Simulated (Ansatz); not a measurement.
# As, omega (AlB2-type): how the functional moves the structure

All rows: Ansatz, plane waves with scalar-relativistic PAW, 420 eV (500 eV for the SCAN forms), relaxed under each functional, no dispersion correction, no zero-point motion. B₀ comes from uniform scaling at fixed shape; a dash is a value not given.

```csv
functional,V (Å³/atom),cell,B₀ (GPa),magnetic state,ΔE to grey arsenic (A7) (meV/atom)
PBE,19.21,"a = 4.851 Å, c = 2.828 Å (c/a = 0.583)",81,spin not included,449
r²SCAN,18.95,"a = 4.840 Å, c = 2.802 Å (c/a = 0.579)",82,spin not included,627
PBEsol,18.33,"a = 4.777 Å, c = 2.782 Å (c/a = 0.582)",91,spin not included,384
LDA,18.03,"a = 4.752 Å, c = 2.765 Å (c/a = 0.582)",95,spin not included,398
revPBE,19.49,"a = 4.874 Å, c = 2.842 Å (c/a = 0.583)",76,spin not included,539
RPBE,19.60,"a = 4.883 Å, c = 2.848 Å (c/a = 0.583)",75,spin not included,566
BLYP,21.23,"a = 5.017 Å, c = 2.922 Å (c/a = 0.582)",63,spin not included,721
```

LDA gives the smallest volume and BLYP the largest.
